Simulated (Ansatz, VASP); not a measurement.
## Two plane-wave programs on Ni

```
CELL_PARAMETERS angstrom
0.00000 1.79744 1.79744
1.79744 0.00000 1.79744
1.79744 1.79744 0.00000
ATOMIC_POSITIONS crystal
Ni 0.00000 0.00000 0.00000
```

Alike in both runs: task single point; functional RPBE; k mesh 25 × 25 × 25; occupations fermi-dirac, width 0.1 eV; no spin polarisation.

|  | VASP | Ansatz |
| --- | --- | --- |
| version | VASP 6.6.1 | Ansatz 0.2.0 |
| potentials or method | VASP PAW PBE potentials, release 64 (Ni) | plane waves (420 eV) with PAW, scalar-relativistic |
| plane-wave cutoff (eV) | 520 | 420 |
| valence electrons in the cell | 10 | 18 |

```tsv
	VASP	Ansatz	Ansatz less VASP
pressure (GPa)	-6.1	-6.5	-0.35
```

The two sets of potentials don't hold the same shells in valence.

Caveats: the PAW data sets were made with another functional, which shifts forces and pressure a little (VASP); the run has no spin polarisation, though such a crystal can be magnetic. Spin polarisation is off, so any magnetic state and its effect on volume and gap are missing.
